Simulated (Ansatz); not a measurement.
**Bare Al-Cu alloy nanowire along [110] (26 atoms): support functions against a reference**

Wanted: errors and times of a linear-scaling basis for bare Al-Cu alloy nanowire along [110] (26 atoms). A setting counts as converged where the r.m.s. difference of forces stays under 1 % of the r.m.s. force.

Method: Kohn-Sham DFT, PBE, PAW (set soft_2), plane waves, in Ansatz 0.2.0.

The raw output is cut from this account; settings, times and results stay.

### 1. The structure

The cell holds 26 atoms: 13 Cu and 13 Al. Cell: a = 17.100 Å, b = 14.728 Å, c = 5.162 Å, α = 90.0°, β = 90.0°, γ = 90.0°. It derives from Al and Cu (fcc). Hexagon section of size parameter 4.53 Å cut from fcc Al (a = 4.05 Å) along [110], 2 periods, 9 Å of vacuum, 13 atoms Cu at random; minimised with a classical potential (one cell length free). Vacuum lies along a and b. The structure repeats along c.

Before any run, some limits are plain. The cell is under 6 Å thick along one periodic direction, so every atom has periodic images of itself close by, which move with it and show among its neighbours and in g(r). The host structure and its lattice constant were typed by rule, without a check against the phase diagram. Beside vacuum, support functions can miss their usual error bounds without a warning.

### 2. Plane-wave single point

This run is the reference for what follows, at a cutoff of 420 eV.

input.yaml reads:

```yaml
crystal:
  lattice:
    - [17.1, 0.0, 0.0]
    - [0.0, 14.72756, 0.0]
    - [0.0, 0.0, 5.16237]
  atoms:
    - { symbol: Cu, position: [0.36794, 0.32408, 0.22542] }
    - { symbol: Cu, position: [0.44153, 0.4437, 0.47745] }
    - { symbol: Al, position: [0.35966, 0.32007, 0.72878] }
    - { symbol: Cu, position: [0.44188, 0.44267, 0.97323] }
    - { symbol: Cu, position: [0.32018, 0.48698, 0.22007] }
    - { symbol: Cu, position: [0.43455, 0.59815, 0.22985] }
    - { symbol: Cu, position: [0.31454, 0.48612, 0.72013] }
    - { symbol: Al, position: [0.43236, 0.59865, 0.72755] }
[... 14 atom lines left out ...]
    - { symbol: Cu, position: [0.69096, 0.45187, 0.97254] }
    - { symbol: Al, position: [0.70055, 0.43675, 0.47622] }
    - { symbol: Cu, position: [0.69158, 0.60505, 0.22481] }
    - { symbol: Al, position: [0.69971, 0.61135, 0.72392] }
kpoints:
  mp_grid: { grid: [1, 1, 4] }
hamiltonian:
  xc: pbe
scf:
  occupations: { method: methfessel_paxton, width: 0.15 }
output:
  forces: true
  populations: true
  dos:
    method: { smearing: { sigma: 0.15 } }
    de: 0.1
    projected: { site_lists: { Al: [Al], Cu: [Cu] } }
  eigenvalues: true
  write_density: true
  write_potential: true
  volumetric_format: npy
  elf: true
```

Started as:

```
$ ansatz run input.yaml --threads 4 --pin off --max-ram 8192MiB --backend cpu --events-out ev --progress --plain --runs-dir out
```

Elapsed: 48 s, on 4 threads of AMD EPYC 7R43, shared host; peak memory 2.6 GiB; 3 min of CPU time.

The program notes that the exchange-correlation potential is rough where the density is thin.

Numbers from this run:

* free energy: -93105.6271 eV
* free energy per atom: -3580.9857 eV/atom
* SCF cycles: 13
* r.m.s. force component: 0.2238 eV/Å
* longest force: 0.7894 eV/Å
* Fermi energy: 0.1467 eV
* levels partly filled by over 2 per cent: 4
* spilling of the projection: 0.007601

The r.m.s. force component of 0.22 eV/Å sets the scale for the differences below.

### 3. Support functions medium

The cell is solved in localised support functions.

This step: Kohn-Sham DFT, PBE, PAW (set soft_2), localised support functions (medium) (Ansatz 0.2.0).

input.yaml, the sections that differ from step 2:

```yaml
scf:
  occupations: { method: methfessel_paxton, width: 0.15 }
  eigensolver: { kind: { support_functions: { accuracy: medium } } }
  mixing: { beta: 0.4 }
  max_iter: 150
output:
  forces: true
# crystal, kpoints, hamiltonian: as in step 2
```

Wall time 1.9 min (4 threads); peak memory 2.3 GiB; 7.1 min of CPU time.

The program notes that the band table was not solved further than the SCF left it and it switched symmetry off.

Keys that differ from the reference: support_functions.accuracy = "medium", scf.max_iter = 150 and scf.mixing.beta = 0.4.

Forces differ from the reference by 0.86 meV/Å r.m.s., 0.39 % of their size, within a tolerance of 1 %; the energy by -1.9 meV/atom. It took roughly 2.3 times the reference's time (one timing each, with unlike analyses asked), in 17 cycles against 13.

### 4. Support functions low

With localised support functions most steps grow linearly with size, though the diagonalisation grows faster unless the density matrix is cut; this run measures error and cost at this size.

This step: Kohn-Sham DFT, PBE, PAW (set soft_2), localised support functions (low) (Ansatz 0.2.0).

input.yaml, the sections that differ from step 3:

```yaml
scf:
  occupations: { method: methfessel_paxton, width: 0.15 }
  eigensolver: { kind: { support_functions: { accuracy: low } } }
  mixing: { beta: 0.4 }
  max_iter: 150
# crystal, kpoints, hamiltonian, output: as in step 3
```

The job ended after 1.7 min (4 threads; peak memory 2.2 GiB).

Keys that differ from the reference: support_functions.accuracy = "low", scf.max_iter = 150 and scf.mixing.beta = 0.4.

Forces differ from the reference by 0.81 meV/Å r.m.s., 0.36 % of their size, within a tolerance of 1 %; the energy by -1.9 meV/atom. It took roughly 2.1 times the reference's time (one timing each, with unlike analyses asked), in 15 cycles against 13.

### 5. Support functions high

This step: Kohn-Sham DFT, PBE, PAW (set soft_2), localised support functions (high) (Ansatz 0.2.0).

input.yaml, the sections that differ from step 4:

```yaml
scf:
  occupations: { method: methfessel_paxton, width: 0.15 }
  eigensolver: { kind: { support_functions: { accuracy: high } } }
  mixing: { beta: 0.4 }
  max_iter: 150
# crystal, kpoints, hamiltonian, output: as in step 4
```

Run time: 4.8 min. Hardware: 4 threads; peak memory 3.8 GiB.

Keys that differ from the reference: support_functions.accuracy = "high", scf.max_iter = 150 and scf.mixing.beta = 0.4.

Forces differ from the reference by 0.78 meV/Å r.m.s., 0.35 % of their size, within a tolerance of 1 %; the energy by -1.9 meV/atom. It took roughly 6.0 times the reference's time (one timing each, with unlike analyses asked), in 21 cycles against 13.

### 6. Support functions medium, radius 4.03 Å

The radius confines each support function; a larger one gives more freedom and more work per atom.

This step: Kohn-Sham DFT, PBE, PAW (set soft_2), localised support functions (medium) (Ansatz 0.2.0).

input.yaml, the sections that differ from step 5:

```yaml
scf:
  occupations: { method: methfessel_paxton, width: 0.15 }
  eigensolver: { kind: { support_functions: { accuracy: medium, radius: 4.03 } } }
  mixing: { beta: 0.4 }
  max_iter: 150
# crystal, kpoints, hamiltonian, output: as in step 5
```

Elapsed: 1.7 min, on 4 threads; peak memory 2.3 GiB.

Keys that differ from the reference: support_functions.accuracy = "medium", support_functions.radius = 4.03, scf.max_iter = 150 and scf.mixing.beta = 0.4.

Forces differ from the reference by 0.88 meV/Å r.m.s., 0.39 % of their size, within a tolerance of 1 %; the energy by -1.9 meV/atom. It took roughly 2.1 times the reference's time (one timing each, with unlike analyses asked), in 17 cycles against 13.

### 7. Support functions medium, radius 4.36 Å

input.yaml, the sections that differ from step 6:

```yaml
scf:
  occupations: { method: methfessel_paxton, width: 0.15 }
  eigensolver: { kind: { support_functions: { accuracy: medium, radius: 4.36 } } }
  mixing: { beta: 0.4 }
  max_iter: 150
# crystal, kpoints, hamiltonian, output: as in step 6
```

It took 2 min on 4 threads; peak memory 2.4 GiB.

Keys that differ from the reference: support_functions.accuracy = "medium", support_functions.radius = 4.36, scf.max_iter = 150 and scf.mixing.beta = 0.4.

Forces differ from the reference by 0.83 meV/Å r.m.s., 0.37 % of their size, within a tolerance of 1 %; the energy by -1.9 meV/atom. It took roughly 2.5 times the reference's time (one timing each, with unlike analyses asked), in 17 cycles against 13.

### 8. Support functions medium, radius 4.65 Å

input.yaml, the sections that differ from step 7:

```yaml
scf:
  occupations: { method: methfessel_paxton, width: 0.15 }
  eigensolver: { kind: { support_functions: { accuracy: medium, radius: 4.65 } } }
  mixing: { beta: 0.4 }
  max_iter: 150
# crystal, kpoints, hamiltonian, output: as in step 7
```

Elapsed: 2.3 min, on 4 threads; peak memory 2.6 GiB.

Keys that differ from the reference: support_functions.accuracy = "medium", support_functions.radius = 4.65, scf.max_iter = 150 and scf.mixing.beta = 0.4.

Forces differ from the reference by 0.81 meV/Å r.m.s., 0.36 % of their size, within a tolerance of 1 %; the energy by -1.9 meV/atom. It took roughly 2.9 times the reference's time (one timing each, with unlike analyses asked), in 17 cycles against 13.

### 9. Support functions medium, radius 4.98 Å

input.yaml, the sections that differ from step 8:

```yaml
scf:
  occupations: { method: methfessel_paxton, width: 0.15 }
  eigensolver: { kind: { support_functions: { accuracy: medium, radius: 4.98 } } }
  mixing: { beta: 0.4 }
  max_iter: 150
# crystal, kpoints, hamiltonian, output: as in step 8
```

The job ended after 2.7 min (4 threads; peak memory 2.9 GiB; 11 min of CPU time).

Keys that differ from the reference: support_functions.accuracy = "medium", support_functions.radius = 4.98, scf.max_iter = 150 and scf.mixing.beta = 0.4.

Forces differ from the reference by 0.81 meV/Å r.m.s., 0.36 % of their size, within a tolerance of 1 %; the energy by -1.9 meV/atom. It took roughly 3.4 times the reference's time (one timing each, with unlike analyses asked), in 17 cycles against 13.

### 10. Support functions medium, radius 5.6 Å

input.yaml, the sections that differ from step 9:

```yaml
scf:
  occupations: { method: methfessel_paxton, width: 0.15 }
  eigensolver: { kind: { support_functions: { accuracy: medium, radius: 5.6 } } }
  mixing: { beta: 0.4 }
  max_iter: 150
# crystal, kpoints, hamiltonian, output: as in step 9
```

Wall time 3.9 min (4 threads); peak memory 3.3 GiB.

Keys that differ from the reference: support_functions.accuracy = "medium", support_functions.radius = 5.6, scf.max_iter = 150 and scf.mixing.beta = 0.4.

Forces differ from the reference by 0.80 meV/Å r.m.s., 0.36 % of their size, within a tolerance of 1 %; the energy by -1.9 meV/atom. It took roughly 4.8 times the reference's time (one timing each, with unlike analyses asked), in 17 cycles against 13.

### 11. Other settings

Changed here: magnetization.spin_polarized = true, scf.convergence.dr2_threshold = 1e-05, total_charge = -1 and starting moments = "other".

This step: Kohn-Sham DFT, PBE, PAW (set soft_2), plane waves (Ansatz 0.2.0).

input.yaml reads:

```yaml
crystal:
  lattice:
    - [17.1, 0.0, 0.0]
    - [0.0, 14.72756, 0.0]
    - [0.0, 0.0, 5.16237]
  atoms:
    - { symbol: Cu, position: [0.36794, 0.32408, 0.22542], spin: 1.0 }
    - { symbol: Cu, position: [0.44153, 0.4437, 0.47745], spin: 1.0 }
    - { symbol: Al, position: [0.35966, 0.32007, 0.72878], spin: 2.0 }
    - { symbol: Cu, position: [0.44188, 0.44267, 0.97323], spin: 1.0 }
    [... 16 atom lines left out ...]
    - { symbol: Al, position: [0.6551, 0.27392, 0.97558], spin: 3.0 }
    - { symbol: Al, position: [0.63679, 0.25515, 0.47986], spin: 2.0 }
    - { symbol: Cu, position: [0.69096, 0.45187, 0.97254], spin: 2.0 }
    - { symbol: Al, position: [0.70055, 0.43675, 0.47622], spin: 1.0 }
    - { symbol: Cu, position: [0.69158, 0.60505, 0.22481], spin: 2.0 }
    - { symbol: Al, position: [0.69971, 0.61135, 0.72392], spin: 3.0 }
kpoints:
  mp_grid: { grid: [1, 1, 4] }
hamiltonian:
  xc: pbe
scf:
  occupations: { method: methfessel_paxton, width: 0.15 }
  convergence: { dr2_threshold: 1.0e-05 }
output:
  forces: true
  populations: true
  dos:
    method: { smearing: { sigma: 0.15 } }
    de: 0.1
    projected: { site_lists: { Al: [Al], Cu: [Cu] } }
  eigenvalues: true
magnetization:
  spin_polarized: true
total_charge: -1
```

The job ended after 2.9 min (4 threads; peak memory 4.2 GiB).

The program notes that the SCF threshold is loose for forces, starting moments were not kept and the stability of the SCF solution was not settled.

Forces differ from the reference by 32 meV/Å r.m.s., 14 % of their size. It took roughly 3.6 times the reference's time (one timing each, with unlike analyses asked), in 24 cycles against 13. The model changes along with numerical settings, so these numbers mix the two.

### 12. Cost against change

Each row is set against the plane-wave reference (Kohn-Sham DFT, PBE, PAW (set soft_2), plane waves; r.m.s. force component 0.224 eV/Å). Energies are set beside the reference only for runs with its functional, potentials and electron count. Times are for 4 threads of AMD EPYC 7R43, shared host. The reference's time includes the DOS, ELF and grids, which some other runs skip.

```csv
run,"Δ force, r.m.s. (meV/Å)",share of r.m.s. force (%),Δ energy (meV/atom),cycles,time,host memory (GiB)
reference,-,-,-,13,48 s,2.6
support functions medium,0.863,0.386,-1.93,17,1.9 min,2.3
support functions low,0.81,0.362,-1.93,15,1.7 min,2.2
support functions high,0.782,0.350,-1.90,21,4.8 min,3.8
"support functions medium, radius 4.03 Å",0.879,0.393,-1.93,17,1.7 min,2.3
"support functions medium, radius 4.36 Å",0.83,0.371,-1.94,17,2 min,2.4
"support functions medium, radius 4.65 Å",0.815,0.364,-1.94,17,2.3 min,2.6
"support functions medium, radius 4.98 Å",0.811,0.362,-1.94,17,2.7 min,2.9
"support functions medium, radius 5.6 Å",0.803,0.359,-1.94,17,3.9 min,3.3
"magnetization.spin_polarized = true, scf.convergence.dr2_threshold = 1e-05, total_charge = -1 and starting moments = "other"",32.2,14.4,-,24,2.9 min,4.2
```

### 13. What the reference run shows

The comparisons rest on this run, so its electronic structure is set out here.

Neighbours are counted within 3.23 Å (Al-Al), 3.23 Å (Al-Cu), 3.23 Å (Cu-Cu).

Length of the force by element and coordination:

```csv
element,coordination,atoms,mean length of the force (eV/Å),spread,least,most
Al,all,13,0.410,0.131,0.218,0.789
Al,6,2,0.298,0.08,0.218,0.378
Al,7,4,0.417,0.056,0.348,0.475
Al,8,3,0.399,0.0612,0.333,0.480
Al,12,4,0.468,0.192,0.305,0.789
Cu,all,13,0.308,0.142,0.136,0.686
Cu,7,4,0.384,0.209,0.136,0.686
Cu,8,5,0.262,0.0308,0.227,0.306
Cu,12,4,0.291,0.113,0.182,0.469
```

States in the cell by windows of 1 eV, zero at the Fermi level; the larger projections on atomic orbitals stand beside the total:

```csv
from (eV),to (eV),total,Cu d,Al p,Al s,Cu s
-14,-11,0.0,0.0,0.0,0.0,0.0
-11,-10,1.0,0.0,0.2,0.5,0.3
-10,-9,1.5,0.0,0.5,0.6,0.3
-9,-8,2.9,0.1,1.1,1.0,0.8
-8,-7,4.4,0.2,1.8,1.5,0.8
-7,-6,5.1,0.6,1.9,1.6,1.0
-6,-5,8.3,2.5,2.6,2.0,1.2
-5,-4,20.8,14.6,2.8,1.5,1.6
-4,-3,49.7,43.9,3.3,1.2,0.8
-3,-2,58.9,52.8,3.4,1.5,0.8
-2,-1,18.3,10.3,4.9,1.6,1.2
-1,0,11.2,2.0,5.9,1.3,1.4
0,1,9.8,1.0,5.1,1.5,1.4
1,2,10.7,0.6,5.5,1.3,1.6
2,3,13.3,0.4,6.6,1.7,1.9
```

The levels nearest the highest filled one (over half full), pooled over k-points and spins:

```csv
level less the highest filled one (eV),occupation
-0.269,2.02
-0.144,2.07
-0.111,2.03
-0.0503,1.76
-0.0083,1.40
0,1.31
0.115,0.175
0.226,-0.069
0.228,-0.068
0.344,-0.011
0.370,-0.006
0.475,0
```

[end of part 1 of 2]

[Long decimals in the printed logs are rounded to 6 places.]

[Logs are printed without paths, hosts, clocks, repeated set-up lines and the standing remarks that a program may print on its own settings, such as how far it seeks lower states.]

[Hosts, paths, dates, database ids (printed as entryN), source tags and the programs' standing remarks are cut or masked in the printed files.]
